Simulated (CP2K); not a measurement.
The system is ZrO2.

```
CELL_PARAMETERS angstrom
3.59928 0.00000 0.00000
1.79964 3.11706 0.00000
1.79964 1.03902 2.93880
ATOMIC_POSITIONS crystal
Zr 0.00000 0.00000 0.00000
O 0.75000 0.75000 0.75000
O 0.25000 0.25000 0.25000
```

Measurements of this composition are mostly on another form, of space group No. 14.

Base run:

* Program: CP2K 2026.2
* Functional: revPBE
* Potentials or basis: POTENTIAL_UZH Zr GTH-PBE-q12, O GTH-PBE-q6; TZVP-MOLOPT-PBE-GTH basis
* Density cutoff: 11565 eV
* k mesh: 9 × 9 × 9
* Occupations: fermi-dirac, width 0.05 eV
* Spin: no spin polarisation

Its results: band gap on the k mesh 3.52 eV, indirect (least direct gap 3.99 eV); pressure 8.6 GPa.

Q: After a change of settings the same cell gave: band gap on the k mesh 3.43 eV, indirect (least direct gap 3.91 eV); pressure -0.7 GPa. Which change was it?
A. functional from revPBE to LDA
B. functional from revPBE to PBE
C. functional from revPBE to PBEsol
D. functional from revPBE to optB88-vdW

A: C.

PBEsol binds more tightly than revPBE, so the same cell stands under less pressure.

Caveats: the potentials were made for another functional, which shifts forces and pressure; an odd mesh through Γ misses points on the zone boundary, where band edges often lie; the basis of atomic orbitals isn't converged, which shifts pressures, moduli and gaps.
